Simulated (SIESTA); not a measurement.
PbSe (Clausthalite):

```xyz
2
Lattice="0.0000 3.0606 3.0606 3.0606 0.0000 3.0606 3.0606 3.0606 0.0000" Properties=species:S:1:pos:R:3 pbc="T T T"
Pb    0.0000    0.0000    0.0000
Se    3.0606    3.0606    3.0606
```

Base run:

```yaml
Program: SIESTA 5.4.2
Functional: PBE
Potentials_or_basis: PseudoDojo 0.4 standard (PBE files)
Basis: DZP (energy shift 0.003 Ry; two zetas on semicore shells)
Grid_cutoff: 500 Ry
Energy_shift: 0.003 Ry
k_mesh: 8 × 8 × 8
Occupations: fermi-dirac, width 0.05 eV
Spin: no spin polarisation
```

Its results: band gap on the k mesh 0.36 eV, direct; pressure 3.8 GPa.

**Question.** After a change of settings the same cell gave: band gap on the k mesh 0.29 eV, direct; pressure 0.9 GPa. Which change was it?
A. basis from DZP (energy shift 0.003 Ry; two zetas on semicore shells) to TZDP (energy shift 0.003 Ry; two zetas on semicore shells)
B. basis from DZP (energy shift 0.003 Ry; two zetas on semicore shells) to SZ (energy shift 0.003 Ry)
C. functional from PBE to PBEsol; potentials or basis from PseudoDojo 0.4 standard (PBE files) to PseudoDojo 0.4 standard (PBEsol files)

**Answer.** C.

Caveats: spin-orbit coupling is left out, which as a rule narrows the gap of such compounds by several tenths of an eV; the basis of atomic orbitals isn't converged, which shifts pressures, moduli and gaps.
